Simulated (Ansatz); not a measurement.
**One relaxed cell of GaAs at several levels**

A database entry relaxed whole under r2SCAN at zero pressure (F-43m, No. 216):

```
CELL_PARAMETERS angstrom
0.00000 2.83264 2.83264
2.83264 0.00000 2.83264
2.83264 2.83264 0.00000
ATOMIC_POSITIONS crystal
Ga 0.00000 0.00000 0.00000
As 0.25000 0.25000 0.25000
```

Its volume is 22.73 Å³ an atom, +0.6 % against the entry's 22.59, which is old or was flagged in a check.

Single points on this cell with plane-wave PAW DFT (Ansatz 0.2.0; r2SCAN 500 eV, hybrids 420 eV; fermi-dirac occupations of width 0.020 eV; no moments): r2SCAN on a 8×8×8 Γ-centred mesh; HSE06 on a 8×8×8 Γ-centred mesh; PBE0 on a 8×8×8 Γ-centred mesh.

Problem. What does each level give for gap and charges?

Solution. The runs give:

```json
{"level": "r2SCAN", "gap (eV), or kind": "0.97", "pressure (GPa)": "0.0", "Bader charge of Ga (e)": "+0.77", "Bader charge of As (e)": "-0.77"}
{"level": "HSE06", "gap (eV), or kind": "1.36", "pressure (GPa)": "0.7", "Bader charge of Ga (e)": "+0.81", "Bader charge of As (e)": "-0.81"}
{"level": "PBE0", "gap (eV), or kind": "1.91", "pressure (GPa)": "0.5", "Bader charge of Ga (e)": "+0.82", "Bader charge of As (e)": "-0.82"}
```

Under r2SCAN the gap is 0.97 eV, over mesh and band path. HSE06 moves it by +0.39 eV and PBE0 by +0.94 eV; PBE0 keeps its exact exchange at long range, which widens the gap over HSE06's by 0.56 eV on their common mesh. The charge on Ga goes from +0.77 to +0.81 e under HSE06.

Caveats: the relaxation kept the start's symmetry; HSE06 is read on its mesh and at the zone's corners, PBE0 on its mesh alone; hybrid pressures are good to a few tenths of a GPa; no spin-orbit coupling, which narrows gaps of heavier elements; pressure is positive in compression.
